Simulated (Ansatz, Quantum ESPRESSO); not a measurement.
# K: 3 runs at one level of theory

```
K
1.0
    -2.69756    2.69756    2.69756
     2.69756   -2.69756    2.69756
     2.69756    2.69756   -2.69756
K
1
Direct
  0.00000 0.00000 0.00000
```

Alike in all runs: task single point; functional PBEsol; k mesh 7 × 7 × 7; occupations fermi-dirac, width 0.05 eV; no spin polarisation; no spin-orbit coupling. Pressure is positive in compression and, in plane waves, holds the error of the finite cutoff, which Ansatz's Pulay term estimates and takes out.

```
                        program and potentials  plane-wave cutoff (eV)                                                 notes  pressure (GPa)
                            Ansatz, Ansatz PAW                     420  potentials made for PBE, which Ansatz adapts in part           -0.32
             Quantum ESPRESSO, GBRV 1.5 PBEsol                     612                                                     -           -0.45
Ansatz, all-electron LAPW, scalar-relativistic                       -                                                     -           -0.32
```

The pressure spans -0.45 (Quantum ESPRESSO, GBRV 1.5 PBEsol) to -0.32 GPa (Ansatz, all-electron LAPW, scalar-relativistic), with all-electron results at -0.32.

Differences between rows come from potentials, basis sets and numerical settings, since the functional is the same but for its coding. Runs on potential files found faulty are left out.
